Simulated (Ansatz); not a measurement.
# SnS: the cost of one run

Computed, not measured: Ansatz 0.2.0, DFT, r2SCAN, no spin polarisation, plane waves, PAW.

The COD entry's cell or inner coordinates are ideal or old and differ from later refinements, so a difference from it is no clean test against experiment.

### Step 1. The system as given

It takes space group Pnma (No. 62, orthorhombic). The conventional cell has a = 11.048 Å, b = 3.933 Å, c = 4.279 Å, α = 90.00°, β = 90.00°, γ = 90.00°. Sn (site symmetry m) has 3 S at 2.59 to 2.65 Å as nearest neighbours. S (site symmetry m) has 3 Sn at 2.59 to 2.65 Å as nearest neighbours.

Structure file:

```xyz
8
Lattice="4.2791 0.0000 0.0000 0.0000 11.0485 0.0000 0.0000 0.0000 3.9332" Properties=species:S:1:pos:R:3 pbc="T T T"
Sn    0.4921    1.3037    0.9833
Sn    3.7870    9.7447    2.9499
Sn    2.6316    4.2205    2.9499
Sn    1.6474    6.8279    0.9833
S     2.0454    9.3912    0.9833
S     2.2337    1.6573    2.9499
S     4.1849    7.1815    2.9499
S     0.0941    3.8670    0.9833
```

It is a restart: the density comes from an earlier run on this cell.

### Step 2. The run

The input, input.yaml:

```yaml
crystal:
  lattice:
    - [4.27905164, 0.0, 0.0]
    - [0.0, 11.04845204, 0.0]
    - [0.0, 0.0, 3.93316987]
  atoms:
    - { symbol: Sn, position: [0.115, 0.118, 0.25] }
    - { symbol: Sn, position: [0.885, 0.882, 0.75] }
    - { symbol: Sn, position: [0.615, 0.382, 0.75] }
    - { symbol: Sn, position: [0.385, 0.618, 0.25] }
    - { symbol: S, position: [0.478, 0.85, 0.25] }
    - { symbol: S, position: [0.522, 0.15, 0.75] }
    - { symbol: S, position: [0.978, 0.65, 0.75] }
    - { symbol: S, position: [0.022, 0.35, 0.25] }
  symmetry: { tolerance: 0.0003 }
kpoints:
  mp_grid: { grid: [6, 3, 7], shift: [0, 0, 0] }
  band_path:
    path:
      - [0.0, 0.0, 0.0]
      - [0.0, 0.5, 0.0]
      - [0.0, 0.5, 0.5]
      - [0.0, 0.0, 0.5]
      - [0.0, 0.0, 0.0]
      - [0.5, 0.0, 0.0]
      - [0.5, 0.5, 0.0]
      - [0.5, 0.5, 0.5]
      - [0.5, 0.0, 0.5]
      - [0.5, 0.0, 0.0]
      - [0.0, 0.5, 0.0]
    npoints: 6
magnetization:
  spin_polarized: false
scf:
  occupations: { method: fermi_dirac }
  lower_state_search: "off"
  max_iter: 200
hamiltonian:
  pseudopotentials: { kind: paw }
  xc: r2scan
basis:
  ecutwfc: 500
  fft_grid_basis: typed
output:
  forces: true
  stress: true
  eigenvalues: true
  bader: true
  populations: true
  elf: true
  write_potential: true
  volumetric_format: npy
  dos:
    e_range: [-12, 8]
    de: 0.05
    projected: { site_lists: { S: [S], Sn: [Sn] } }
checkpoint:
  read: saved_state
```

**Question.** How long does this run take on 1 thread of an x86-64 CPU, shared host, and how much memory does it need?

About 4.8 min, with a peak of 0.96 GiB.
